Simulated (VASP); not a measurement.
## AlCo: equation of state with PBEsol

The system is AlCo.

```
CELL_PARAMETERS angstrom
2.82346 0.00000 0.00000
0.00000 2.82346 0.00000
0.00000 0.00000 2.82346
ATOMIC_POSITIONS crystal
Co 0.50000 0.50000 0.50000
Al 0.00000 0.00000 0.00000
```

The cell is a database's computed one.

```
Program                : VASP 6.6.1
Task                   : equation of state
Functional             : PBEsol
Potentials or basis    : VASP PAW PBE potentials, release 64 (Co, Al)
Cutoff                 : 520 eV
k mesh                 : 8 × 8 × 8
Occupations            : fermi-dirac, width 0.05 eV
Spin                   : collinear spin, ferromagnetic start
Starting moments       : [2.0, 0.0] μB
Ladder                 : gaps
Further INCAR settings : ALGO = Fast; EDIFF = 1e-06
```

| Quantity | Value |
| --- | --- |
| Equilibrium volume | 11.25 Å³/atom |
| Bulk modulus | 193 GPa |
| Pressure derivative of the bulk modulus | 4.3 (rough: it moves with the points fitted) |

Energy against volume, from the lowest point:
```tsv
volume (Å³/atom)	energy (meV/atom)
10.804	11.67
11.029	2.82
11.254	0.00
11.479	2.60
11.704	10.10
```

All runs of the series together: 72 s on 1 thread of Intel(R) Xeon(R) Platinum 8559C (Emerald Rapids), with other jobs on the host.

Caveat: the PAW data sets were made with another functional, which shifts forces and pressure a little.
